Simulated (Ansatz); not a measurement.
Ansatz input file:

```yaml
crystal:
  lattice:
    - [0.0, 3.0603959932, 3.0603959932]
    - [3.0603959932, 0.0, 3.0603959932]
    - [3.0603959932, 3.0603959932, 0.0]
  atoms:
    - { symbol: Al, position: [0.25, 0.25, 0.25] }
    - { symbol: Al, position: [0.75, 0.75, 0.75] }
    - { symbol: Au, position: [0.0, 0.0, 0.0] }
basis:
  ecutwfc: 420
kpoints:
  mp_grid: { grid: [12, 12, 12] }
hamiltonian:
  xc: pbe
scf:
  occupations: { method: gaussian, width: 0.1 }
output:
  forces: true
  stress: true
  eigenvalues: true
  write_density: true
  write_potential: true
  elf: true
  volumetric_format: npy
```

Command:
```bash
ansatz run input.yaml --threads 1 --pin off --max-ram 2560MiB --backend cpu --events-out ev --progress --plain --runs-dir out
```

The calculation used Ansatz 0.2.0, DFT PBE, scalar-relativistic, plane waves, PAW.

From the run's log, abridged:

```
Pseudopotentials: kind: paw
Pseudopotential: Al, paw, valence charge 3, recommended cutoff 420 eV (normal)
Pseudopotential: Au, paw, valence charge 19, recommended cutoff 420 eV (normal)
Functional definition: PBE
Crystal: 3 atoms, lattice volume = 57.327 Å³
Basis set: ecut = 420 eV, 1139 PW (Γ), exchange–correlation on 60×60×60 points (8 copies of the dense FFT grid, shifted against one another)
Bands: 17, of which v1, the nominal top of the filled ones, is band 13 counted from 1 (12 counted from 0)
Symmetry: 48 space group operations
Space group: Fm-3m (ITA 225), of the structure as read, at distance tolerance 3.9e-5 Å
k-points: 72 of 1728
Initial density: superposition of atomic densities (neutral atoms: chi_scale 0, normalization atom), corrected by the library's trained network
Initial wavefunctions: pseudopotential atomic-orbital guess
Functional: x = pbe(κ = 0.804, μ = 0.21951497), c = pbe(β = 0.06672455)
SCF iter   1: F=—  HF=-14225.621683 eV  |F-HF|=—  |Δ(HF+E_count)|=         —  Δρ=3.01e-3  dr2=5.37e-3  ethr=1.77e-3  ⟨swp⟩=5.2  Hψ=6098  notcnv=0
SCF iter   2: F=—  HF=-14225.621688 eV  |F-HF|=—  |Δ(HF+E_count)|=   5.08e-6  Δρ=1.17e-3  dr2=7.77e-4  ethr=2.15e-5  ⟨swp⟩=2.2  Hψ=2258  notcnv=0
SCF iter   3: F=—  HF=-14225.622044 eV  |F-HF|=—  |Δ(HF+E_count)|=   3.55e-4  Δρ=6.50e-4  dr2=3.21e-4  ethr=3.11e-6  ⟨swp⟩=1.0  Hψ=1196  notcnv=0
SCF iter   4: F=—  HF=-14225.622277 eV  |F-HF|=—  |Δ(HF+E_count)|=   2.33e-4  Δρ=1.48e-4  dr2=2.46e-5  ethr=1.28e-6  ⟨swp⟩=2.0  Hψ=1707  notcnv=0
SCF iter   5: F=—  HF=-14225.622258 eV  |F-HF|=—  |Δ(HF+E_count)|=   1.88e-5  Δρ=5.92e-5  dr2=3.46e-6  ethr=9.83e-8  ⟨swp⟩=2.0  Hψ=1762  notcnv=0
SCF iter   6: F=—  HF=-14225.622259 eV  |F-HF|=—  |Δ(HF+E_count)|=   1.20e-6  Δρ=1.90e-5  dr2=2.33e-7  ethr=1.38e-8  ⟨swp⟩=2.0  Hψ=1781  notcnv=0
SCF iter   7: F=-14225.622259 eV  HF=-14225.622259 eV  |F-HF|=1.46e-9  |Δ(HF+E_count)|=   5.77e-8  Δρ=2.22e-6  dr2=2.80e-9  ethr=4.00e-10  ⟨swp⟩=9.6  Hψ=8121  notcnv=0
SCF 1 converged in 7 iterations: F = -14225.622259 eV  dr2 = 2.80e-9
SCF converged after 7 iterations
Free energy (F): -14225.622259 eV
Harris-Foulkes:  -14225.622259 eV  (|F-HF|=1.46e-9)
Internal energy: -14225.617676 eV  (E = F + TS)
E sigma→0 (E₀):  -14225.619967 eV
Entropy (-TS):   -0.004584 eV (-1.528 meV/atom)
Fermi energy:    10.406996 eV
--- Per-component energies (eV) ---
  E_band       = -390.437589
  E_kinetic    = 647.206989
  E_local      = -3038.402377  (includes V_loc(G=0)·N_el)
  E_nonlocal   = 88.576241
  E_hartree    = 1305.466317
  E_xc         = -308.130541
  E_vxc        = -334.174950  (∫ρ·V_xc dr)
  E_paw        = -10638.193913  (= ΣΔE_a)
  E_vpaw       = -364.580874  (= ΣTr[D̂ρ^β])
  E_aug_tail   = 0.001401  (compensation charges beyond the density's cutoff)
  E_ewald      = -2282.141792
  E_smearing   = -0.004584  (= −TS)
--- Forces (eV/Å), atoms counted from 1 ---
  atom   1  Al     0.00000000     0.00000000     0.00000000
  atom   2  Al     0.00000000     0.00000000     0.00000000
  atom   3  Au     0.00000000     0.00000000     0.00000000
--- Stress (GPa, compression-positive) ---
       -2.871929       0.000000       0.000000
        0.000000      -2.871929       0.000000
        0.000000       0.000000      -2.871929
  P = ⅓ Tr σ = -2.8719 GPa (-28.719 kbar)
--- Band table (eV; the first three rows and the last of 72) ---
  k-point 0: bands = ["-96.5783", "-47.9601", "-47.9601", "-47.9601", "0.2737", "4.1273", "4.1273", "4.1273", "5.0219", "5.0219", "12.2192", "13.3277", "13.3277", "13.3277", "14.0544", "14.0544", "14.0544"]
  k-point 1: bands = ["-96.5783", "-47.9602", "-47.9601", "-47.9601", "0.3608", "4.0961", "4.1489", "4.1489", "5.0173", "5.0173", "11.6927", "12.5335", "12.9048", "12.9048", "14.5000", "14.5000", "14.9926"]
  k-point 2: bands = ["-96.5783", "-47.9603", "-47.9602", "-47.9602", "0.6177", "4.0171", "4.2055", "4.2055", "5.0106", "5.0106", "10.0496", "12.2940", "12.2940", "12.6237", "14.8348", "14.8348", "15.2092"]
  k-point 71: bands = ["-96.5783", "-47.9606", "-47.9606", "-47.9604", "3.6608", "3.6608", "4.4121", "4.4407", "4.8725", "5.4140", "6.4987", "6.4987", "8.3131", "14.2838", "14.2838", "15.4176", "15.6376"]
```

The calculation finished and met its thresholds.

The run took 4 s on 1 thread of Intel(R) Xeon(R) Platinum 8375C CPU @ 2.90GHz (Ice Lake) (shared host), peak memory 0.41 GiB.

Spin–orbit coupling is left out, which can shift energies with elements as heavy as these.